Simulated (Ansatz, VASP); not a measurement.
# BaS: VASP beside Ansatz

```
CELL_PARAMETERS angstrom
0.00000 3.19375 3.19375
3.19375 0.00000 3.19375
3.19375 3.19375 0.00000
ATOMIC_POSITIONS crystal
Ba 0.50000 0.50000 0.50000
S 0.00000 0.00000 0.00000
```

Alike in both runs: task single point; functional revPBE; dispersion D3(BJ); k mesh 6 × 6 × 6; occupations gaussian, width 0.05 eV; no spin polarisation.

|  | VASP | Ansatz |
| --- | --- | --- |
| version | VASP 6.6.1 | Ansatz 0.2.0 |
| potentials or method | VASP PAW PBE potentials, release 64 (Ba_sv, S) | scalar-relativistic, plane waves, PAW |
| plane-wave cutoff (eV) | 520 | 420 |
| valence electrons in the cell | 16 | 16 |

```csv
,VASP,Ansatz,Ansatz less VASP
gap on the k mesh at the Fermi level (eV),2.21,2.32,+0.103
least direct gap on the mesh (eV),2.35,2.42,+0.071
pressure (GPa),0.0,-0.6,-0.59
dispersion energy (meV/atom),-487.4,-487.5,-0.11
```

Caveats: the PAW data sets were made with another functional, which shifts forces and pressure a little (VASP); spin-orbit coupling is left out, which moves the levels of the heavy elements. A k mesh can miss the band edges. As with any semilocal functional, this revPBE gap is likely too small.
